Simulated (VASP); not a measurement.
# Na (Im-3m) in VASP: settings compared

Aim: see how the results for Na move with the level of theory and the settings. Levels: LDA, r2SCAN+rVV10, RPBE+D3. Tasks: single point, atomic charges.

Everything below comes from runs of VASP 6.6.1. Logs are shortened: lines on timing, memory, paths and dates and some standing lists are left out, and cuts for length are marked.

### Step 1. The crystal as given

It takes space group Im-3m (No. 229, cubic). The conventional cell has a = 4.282 Å, b = 4.282 Å, c = 4.282 Å, α = 90.00°, β = 90.00°, γ = 90.00°. Na (site symmetry m-3m) is surrounded by 8 Na at 3.71 Å.

### Step 2. Single point, LDA

The input, run.py:

```python
from ase.calculators.vasp import Vasp
from ase.dft.bandgap import bandgap
from ase.io import read

atoms = read('Na.cif')
calc = Vasp(
    directory='calc',
    xc='lda',
    pp='LDA',
    setups='gw',
    prec='Accurate',
    encut=550,
    ediff=1e-06,
    ismear=0,
    sigma=0.05,
    lreal=False,
    lasph=True,
    nelm=80,
    algo='Normal',
    isif=2,
    lwave=False,
    lcharg=True,
    lelf=True,
    lvhar=True,
    kpts=[9, 9, 9],
    gamma=True,
)
atoms.calc = calc

print('energy (eV):', atoms.get_potential_energy())
print('free energy (eV):', atoms.get_potential_energy(force_consistent=True))
print('forces (eV/A):')
print(atoms.get_forces())
print('stress (eV/A^3, Voigt):', atoms.get_stress())
print('Fermi level (eV):', calc.get_fermi_level())
gap, top, bottom = bandgap(calc)
print('band gap (eV):', gap, 'from (spin, k, band)', top, 'to', bottom)
```

The input, Na.cif:

```cif
data_Na
_cell_length_a 3.70832078
_cell_length_b 3.70832078
_cell_length_c 3.70832078
_cell_angle_alpha 109.47122063
_cell_angle_beta 109.47122063
_cell_angle_gamma 109.47122063
_space_group_name_H-M_alt 'P1'
_space_group_name_Hall 'P 1'
_space_group_IT_number 1
loop_
_space_group_symop_operation_xyz
'x,y,z'
loop_
_atom_site_label
_atom_site_type_symbol
_atom_site_symmetry_multiplicity
_atom_site_Wyckoff_symbol
_atom_site_fract_x
_atom_site_fract_y
_atom_site_fract_z
_atom_site_occupancy
Na1 Na 1 a 0.0000000000 0.0000000000 0.0000000000 1
```

Potentials or basis: VASP PAW LDA potentials, release 64 (Na_sv_GW).

The run is started by

```
python run.py
```

Output:

```text
energy (eV): -3.54864551
free energy (eV): -3.5490352
forces (eV/A):
[[-0.  0.  0.]]
stress (eV/A^3, Voigt): [0.00975795 0.00975795 0.00975795 0.         0.         0.        ]
Fermi level (eV): -0.06316825
band gap (eV): 0.0 from (spin, k, band) (None, None, None) to (None, None, None)
```

OUTCAR:

```text
ENCUT = 550.000000
   EDIFF = 1.00e-06
   PREC = Accurate
   ISIF = 2
   ISMEAR = 0
   NELM = 80
   LASPH = .TRUE.
   LREAL = .FALSE.

 ion  position               nearest neighbor table
   1  0.000  0.000  0.000-

  LATTYP: Found a body centered cubic cell.
 ALAT       =     4.2820000011

  Lattice vectors:

 A1 = (   3.7083207800,   0.0000000000,   0.0000000000)
 A2 = (  -1.2361069264,   3.4962383606,   0.0000000000)
 A3 = (  -1.2361069264,  -1.7481191797,   3.0278312383)

Analysis of symmetry for initial positions (statically):
=====================================================================
 Subroutine PRICEL returns:
 Original cell was already a primitive cell.

 Routine SETGRP: Setting up the symmetry group for a
 body centered cubic supercell.

 Subroutine GETGRP returns: Found 48 space group operations
 (whereof 48 operations were pure point group operations)
 out of a pool of 48 trial point group operations.

The static configuration has the point symmetry O_h .

Analysis of symmetry for dynamics (positions and initial velocities):
=====================================================================
 Subroutine PRICEL returns:
 Original cell was already a primitive cell.

 Routine SETGRP: Setting up the symmetry group for a
 body centered cubic supercell.

 Subroutine GETGRP returns: Found 48 space group operations
 (whereof 48 operations were pure point group operations)
 out of a pool of 48 trial point group operations.

The dynamic configuration has the point symmetry O_h .

 Subroutine INISYM returns: Found 48 space group operations
 (whereof 48 operations are pure point group operations),
 and found     1 'primitive' translations
[... 123 lines left out ...]
   LRPA    =     F    only Hartree local field effects (RPA)
 non-spin polarized calculation
 Gauss-broadening in eV      SIGMA  =   0.05
  energy-cutoff  :      550.00
  volume of cell :       39.26
 maximum number of plane-waves:      1168
   NGX = 15   NGY = 15   NGZ = 15

 number of electron       9.0000007 magnetization

 Free energy of the ion-electron system (eV)
  ---------------------------------------------------
  ext. energy  EPLUGINS =         0.00000000
  ---------------------------------------------------
  free energy    TOTEN  =        -3.54903520 eV

  energy without entropy =       -3.54825582  energy(sigma->0) =       -3.54864551

 E-fermi :  -0.0632     XC(G=0):  -6.6209

 val. band max:       -0.1097661552   @ k =  -0.3333   0.4444   0.1111
 cond. band min:       0.0840880391   @ k =   0.4444   0.0000  -0.0000
 fundamental gap:      0.1938541943
 Fermi energy:        -0.0631682548

 k-point     1 :       0.0000    0.0000    0.0000
  band No.  band energies     occupation
      1     -52.4335      2.00000
      2     -24.9858      2.00000
      3     -24.9858      2.00000
      4     -24.9858      2.00000
      5      -3.1578      2.00000
      6      11.2833      0.00000
      7      11.2833      0.00000
      8      11.2833      0.00000
[... 243 lines left out ...]
 k-point    24 :      -0.4444   -0.4444    0.1111
  band No.  band energies     occupation
      1     -52.4315      2.00000
      2     -25.0127      2.00000
      3     -25.0003      2.00000
      4     -24.9903      2.00000
      5       1.2768      0.00000
      6       1.6747      0.00000
      7       5.0140      0.00000
      8       8.5000      0.00000

 [... further k-points ...]

------------------------ aborting loop because EDIFF is reached ----------------------------------------

  FORCE on cell =-STRESS in cart. coord.  units (eV):
  Direction    XX          YY          ZZ          XY          YZ          ZX
  --------------------------------------------------------------------------------------
  -------------------------------------------------------------------------------------
  Total       -0.3830613     -0.3830613     -0.3830613     -0.0000000     -0.0000000     -0.0000000
  in kB      -15.6339570    -15.6339570    -15.6339570     -0.0000000     -0.0000000     -0.0000000
  external PRESSURE =     -15.6339570 kB  Pullay stress =       0.0000000 kB

 VOLUME and BASIS-vectors are now :
 -----------------------------------------------------------------------------
  energy-cutoff  :      550.00
  volume of cell :       39.26
      direct lattice vectors                 reciprocal lattice vectors
     3.708320780  0.000000000  0.000000000     0.269663834  0.095340563  0.165134699
    -1.236106926  3.496238361  0.000000000     0.000000000  0.286021689  0.165134699
    -1.236106926 -1.748119180  3.027831238     0.000000000  0.000000000  0.330269398

 POSITION                                       TOTAL-FORCE (eV/Angst)
 -----------------------------------------------------------------------------------
      0.00000      0.00000      0.00000        -0.000000      0.000000      0.000000
 -----------------------------------------------------------------------------------
    total drift:                                0.000000      0.000000      0.000000

  FREE ENERGIE OF THE ION-ELECTRON SYSTEM (eV)
  ---------------------------------------------------
  free  energy   TOTEN  =        -3.5490352021 eV

  energy  without entropy=       -3.5482558236  energy(sigma->0) =       -3.54864551
```

INCAR:

```text
ENCUT = 550.000000
SIGMA = 0.050000
EDIFF = 1.00e-06
ALGO = Normal
PREC = Accurate
ISIF = 2
ISMEAR = 0
NELM = 80
LASPH = .TRUE.
LCHARG = .TRUE.
LELF = .TRUE.
LVHAR = .TRUE.
LWAVE = .FALSE.
LREAL = .FALSE.
```

It took 11 s on 1 thread of AMD EPYC 7R13 (Zen 3), shared host; peak memory 0.11 GiB.

What came out:

| Property | Result |
| --- | --- |
| Free energy | -3.5490 eV |
| Pressure | -1.6 GPa |
| Band gap on the k mesh | none (metal or under the smearing width) |

### Step 3. Atomic charges, r2SCAN+rVV10

The input, INCAR:

```
PREC = Accurate
ENCUT = 520
EDIFF = 1E-6
ISMEAR = 1
SIGMA = 0.1
LREAL = F
LASPH = T
NELM = 60
ALGO = Normal
ISIF = 2
LWAVE = F
LCHARG = T
METAGGA = R2SCAN
LMIXTAU = T
LUSE_VDW = T
IVDW_NL = 2
BPARAM = 11.95
CPARAM = 0.0093
LORBIT = 11
LELF = T
LVHAR = T
```

The input, Na.cif:

```cif
data_Na
_cell_length_a 4.28200000
_cell_length_b 4.28200000
_cell_length_c 4.28200000
_cell_angle_alpha 90.00000000
_cell_angle_beta 90.00000000
_cell_angle_gamma 90.00000000
_space_group_name_H-M_alt 'Im-3m'
_space_group_name_Hall '-I 4 2 3'
_space_group_IT_number 229
loop_
_space_group_symop_operation_xyz
'x,y,z'
'-x,-y,-z'
'-y,x,z'
'y,-x,-z'
'-x,-y,z'
'x,y,-z'
'y,-x,z'
'-y,x,-z'
'x,-y,-z'
'-x,y,z'
'-y,-x,-z'
'y,x,z'
'-x,y,-z'
'x,-y,z'
'y,x,-z'
'-y,-x,z'
'z,x,y'
'-z,-x,-y'
'z,-y,x'
'-z,y,-x'
'z,-x,-y'
'-z,x,y'
'z,y,-x'
'-z,-y,x'
'-z,x,-y'
'z,-x,y'
'-z,-y,-x'
'z,y,x'
'-z,-x,y'
'z,x,-y'
'-z,y,x'
'z,-y,-x'
'y,z,x'
'-y,-z,-x'
'x,z,-y'
'-x,-z,y'
'-y,z,-x'
'y,-z,x'
'-x,z,y'
'x,-z,-y'
'-y,-z,x'
'y,z,-x'
'-x,-z,-y'
'x,z,y'
'y,-z,-x'
'-y,z,x'
'x,-z,y'
'-x,z,-y'
'x+1/2,y+1/2,z+1/2'
'-x+1/2,-y+1/2,-z+1/2'
'-y+1/2,x+1/2,z+1/2'
'y+1/2,-x+1/2,-z+1/2'
'-x+1/2,-y+1/2,z+1/2'
'x+1/2,y+1/2,-z+1/2'
'y+1/2,-x+1/2,z+1/2'
'-y+1/2,x+1/2,-z+1/2'
'x+1/2,-y+1/2,-z+1/2'
'-x+1/2,y+1/2,z+1/2'
'-y+1/2,-x+1/2,-z+1/2'
'y+1/2,x+1/2,z+1/2'
'-x+1/2,y+1/2,-z+1/2'
'x+1/2,-y+1/2,z+1/2'
'y+1/2,x+1/2,-z+1/2'
'-y+1/2,-x+1/2,z+1/2'
'z+1/2,x+1/2,y+1/2'
'-z+1/2,-x+1/2,-y+1/2'
'z+1/2,-y+1/2,x+1/2'
'-z+1/2,y+1/2,-x+1/2'
'z+1/2,-x+1/2,-y+1/2'
'-z+1/2,x+1/2,y+1/2'
'z+1/2,y+1/2,-x+1/2'
'-z+1/2,-y+1/2,x+1/2'
'-z+1/2,x+1/2,-y+1/2'
'z+1/2,-x+1/2,y+1/2'
'-z+1/2,-y+1/2,-x+1/2'
'z+1/2,y+1/2,x+1/2'
'-z+1/2,-x+1/2,y+1/2'
'z+1/2,x+1/2,-y+1/2'
'-z+1/2,y+1/2,x+1/2'
'z+1/2,-y+1/2,-x+1/2'
'y+1/2,z+1/2,x+1/2'
'-y+1/2,-z+1/2,-x+1/2'
'x+1/2,z+1/2,-y+1/2'
'-x+1/2,-z+1/2,y+1/2'
'-y+1/2,z+1/2,-x+1/2'
'y+1/2,-z+1/2,x+1/2'
'-x+1/2,z+1/2,y+1/2'
'x+1/2,-z+1/2,-y+1/2'
'-y+1/2,-z+1/2,x+1/2'
'y+1/2,z+1/2,-x+1/2'
'-x+1/2,-z+1/2,-y+1/2'
'x+1/2,z+1/2,y+1/2'
'y+1/2,-z+1/2,-x+1/2'
'-y+1/2,z+1/2,x+1/2'
'x+1/2,-z+1/2,y+1/2'
'-x+1/2,z+1/2,-y+1/2'
loop_
_atom_site_label
_atom_site_type_symbol
_atom_site_symmetry_multiplicity
_atom_site_Wyckoff_symbol
_atom_site_fract_x
_atom_site_fract_y
_atom_site_fract_z
_atom_site_occupancy
Na1 Na 2 a 0.0000000000 0.0000000000 0.0000000000 1
```

The input, KPOINTS:

```
Automatic mesh
0
Gamma
  6 6 6
```

The input, POSCAR:

```
Na
 1.0000000000000000
     4.2820000000000000    0.0000000000000000    0.0000000000000000
     0.0000000000000000    4.2820000000000000    0.0000000000000000
     0.0000000000000000    0.0000000000000000    4.2820000000000000
 Na 
   2
Cartesian
  0.0000000000000000  0.0000000000000000  0.0000000000000000
  2.1410000000000000  2.1410000000000000  2.1410000000000000
```

Potentials or basis: VASP PAW PBE potentials, release 64 (Na_pv).

The run is started by

```
ase convert -i cif -o vasp Na.cif POSCAR
cat potpaw_PBE.64/Na_pv/POTCAR > POTCAR
mpirun -np 1 vasp_std > vasp.out
```

Wall time 1.8 min (1 thread of AMD EPYC 7R13 (Zen 3), shared host); peak memory 0.28 GiB.

It converged, with:

```yaml
Free_energy: -6.5426 eV
Pressure: -0.3 GPa
Band_gap_on_the_k_mesh: none (metal or under the smearing width)
Valence_electrons_inside_the_program's_atomic_spheres: Na 6.05
```

Levels at points of the mesh, in eV from the Fermi level:
| k point | band 4 | band 5 | band 6 | band 7 | band 8 | band 9 | band 10 | band 11 |
| --- | --- | --- | --- | --- | --- | --- | --- | --- |
| (0.00, 0.00, 0.00) | -26.02 | -26.02 | -26.02 | -3.38 | 4.60 | 4.60 | 5.09 | 5.09 |
| (0.50, 0.00, 0.00) | -26.03 | -26.03 | -26.03 | -1.16 | -1.16 | 6.83 | 6.83 | 7.00 |
| (0.50, 0.50, 0.00) | -26.03 | -26.02 | -26.02 | 0.70 | 0.70 | 1.36 | 1.36 | 8.42 |
| (0.50, 0.50, 0.50) | -26.04 | -26.04 | -26.04 | 2.75 | 2.75 | 2.75 | 2.75 | 2.75 |

Caveat: the PAW data sets were made with another functional, which shifts forces and pressure a little; pairwise dispersion overbinds metals, which lowers pressure and volume.

[end of part 1 of 2]
